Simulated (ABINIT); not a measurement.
Runs of ABINIT 10.8.3 (patched build) on Br. The structure is orthorhombic, space group Cmce (No. 64). Conventional cell: a = 6.726 Å, b = 4.645 Å, c = 8.702 Å, α = 90.00°, β = 90.00°, γ = 90.00°. Br (site symmetry m) has 1 Br at 2.29 Å as nearest neighbours. 

```csv
task,level,potentials or basis,k mesh,cutoff (eV),fine-grid cutoff,gap on the mesh (eV),pressure (GPa),largest force (eV/Å)
band structure,SOGGA,JTH PAW PBE v2.0,7 × 7 × 3,408,816.342 eV,(b),-0.2,0.65
single point,LDA,JTH PAW LDA v2.0,4 × 4 × 2,408,816.342 eV,1.73,-1.2,0.71
single point,PBE,JTH PAW PBE v2.0,6 × 6 × 2,408,816.342 eV,1.88,1.8,0.88
single point,PBEsol,JTH PAW PBE v2.0,4 × 4 × 2,408,816.342 eV,1.82,(c),0.74
band structure,AM05,JTH PAW PBE v2.0,7 × 7 × 3,408,816.342 eV,1.87,0.8,(a)
single point,PBE,PseudoDojo NC SR PBE v0.4.1 standard,5 × 5 × 2,490,-,1.87,1.4,0.88
single point,LDA,JTH PAW LDA v2.0,9 × 9 × 4,408,816.342 eV,1.74,-1.2,0.72
band structure,revPBE,JTH PAW PBE v2.0,7 × 7 × 3,408,816.342 eV,1.96,3.0,0.86
band structure,WC,JTH PAW PBE v2.0,7 × 7 × 3,408,816.342 eV,1.83,0.2,0.80
band structure,TB-mBJ,JTH PAW LDA v2.0,7 × 7 × 3,490,979.61 eV,2.69,-,-
band structure,PW91,JTH PAW PBE v2.0,7 × 7 × 3,408,816.342 eV,1.88,1.7,0.93
```

Alike in all rows: no spin polarisation; cell as given; smearing fermi-dirac 0.05 eV.

Task: Fill in the values left out.

Result: (a) 0.61; (b) 1.85; (c) 0.1.

Caveats: the PAW data sets were made with another functional, which shifts forces and pressure a little (some runs); an odd mesh through Γ misses points on the zone boundary, where band edges often lie (some runs); the constant c of TB-mBJ comes from the pseudo density here, which moves gaps by up to 0.3 eV between sets of potentials (some runs).

A k mesh can miss the band edges, and the runs leave out spin-orbit coupling on Br.

Not every run made on this cell is shown here.
